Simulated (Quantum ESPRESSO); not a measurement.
A calculation with Quantum ESPRESSO 7.5 of PbO2 (ASE script, structure from a POSCAR):

Contents of run.py:

```python
import numpy as np
from ase.calculators.espresso import Espresso, EspressoProfile
from ase.io import read

atoms = read('POSCAR')

input_data = {
    'control': {'calculation': 'scf', 'prefix': 'pwscf', 'outdir': './tmp', 'tprnfor': True, 'tstress': True, 'disk_io': 'nowf'},
    'system': {'ecutwfc': 55.0, 'ecutrho': 440.0, 'nbnd': 20, 'occupations': 'smearing', 'smearing': 'fd', 'degauss': 0.00367493},
    'electrons': {'conv_thr': 6e-10, 'electron_maxstep': 120, 'mixing_beta': 0.5},
}
pseudopotentials = {'O': 'O.pbe-n-kjpaw_psl.0.1.UPF', 'Pb': 'Pb.pbe-dn-kjpaw_psl.0.2.2.UPF'}
profile = EspressoProfile(command='pw.x', pseudo_dir='pseudo')
atoms.calc = Espresso(profile=profile, input_data=input_data, pseudopotentials=pseudopotentials, kpts=(9, 9, 9), koffset=(0, 0, 0))

print(f'energy {atoms.get_potential_energy():.8f} eV')
print('forces (eV/A)')
print(np.round(atoms.get_forces(), 6))
print('stress (eV/A^3, Voigt)')
print(np.round(atoms.get_stress(), 8))
print(f'Fermi level {atoms.calc.get_fermi_level():.4f} eV')
```

POSCAR

```
PbO2
1.0
    0.0000000000      2.7019920000      2.7019920000
    2.7019920000      0.0000000000      2.7019920000
    2.7019920000      2.7019920000      0.0000000000
Pb O
1 2
Direct
    0.0000000000      0.0000000000      0.0000000000
    0.7500000000      0.7500000000      0.7500000000
    0.2500000000      0.2500000000      0.2500000000
```

Potentials or basis: SSSP 1.3 efficiency PBE.

Launch:

```sh
$ OMP_NUM_THREADS=1 python run.py
```

The cell comes from a database or a generator and needn't be the stable form of this composition.

Write the same calculation in another form: native input, structure typed inline.

As run:

pw.in

```
&CONTROL
  calculation = 'scf'
  prefix = 'pwscf'
  outdir = './tmp'
  pseudo_dir = './pseudo'
  tprnfor = .true.
  tstress = .true.
  disk_io = 'low'
/
&SYSTEM
  ibrav = 0
  nat = 3
  ntyp = 2
  ecutwfc = 55
  ecutrho = 440
  nbnd = 20
  occupations = 'smearing'
  smearing = 'fd'
  degauss = 0.00367493
/
&ELECTRONS
  conv_thr = 6d-10
  electron_maxstep = 120
  mixing_beta = 0.5
/
ATOMIC_SPECIES
Pb   207.2000 Pb.pbe-dn-kjpaw_psl.0.2.2.UPF
O     15.9990 O.pbe-n-kjpaw_psl.0.1.UPF
CELL_PARAMETERS angstrom
   0.0000000000    2.7019920000    2.7019920000
   2.7019920000    0.0000000000    2.7019920000
   2.7019920000    2.7019920000    0.0000000000
ATOMIC_POSITIONS crystal
Pb     0.0000000000    0.0000000000    0.0000000000
O      0.7500000000    0.7500000000    0.7500000000
O      0.2500000000    0.2500000000    0.2500000000
K_POINTS automatic
9 9 9 0 0 0
```

The input pp_density.in:

```
&INPUTPP
  prefix = 'pwscf'
  outdir = './tmp'
  filplot = 'density.dat'
  plot_num = 0
/
&PLOT
  nfile = 1
  filepp(1) = 'density.dat'
  iflag = 3
  output_format = 6
  fileout = 'density.cube'
/
```

The input pp_potential.in:

```
&INPUTPP
  prefix = 'pwscf'
  outdir = './tmp'
  filplot = 'potential.dat'
  plot_num = 11
/
&PLOT
  nfile = 1
  filepp(1) = 'potential.dat'
  iflag = 3
  output_format = 6
  fileout = 'potential.cube'
/
```

Potentials or basis: SSSP 1.3 efficiency PBE.

Launch:

```console
$ OMP_NUM_THREADS=1 pw.x -in pw.in > pw.out
$ OMP_NUM_THREADS=1 pp.x -in pp_density.in > pp_density.out
$ OMP_NUM_THREADS=1 pp.x -in pp_potential.in > pp_potential.out
```

Both were run:

|  | ASE script, structure from a POSCAR | native input, structure typed inline |
| --- | --- | --- |
| Pressure | 1.2 GPa | 1.2 GPa |
| Band gap on the k mesh | none (metal or under the smearing width) | none (metal or under the smearing width) |

Keys that steer only the numerical path or the files written may differ.
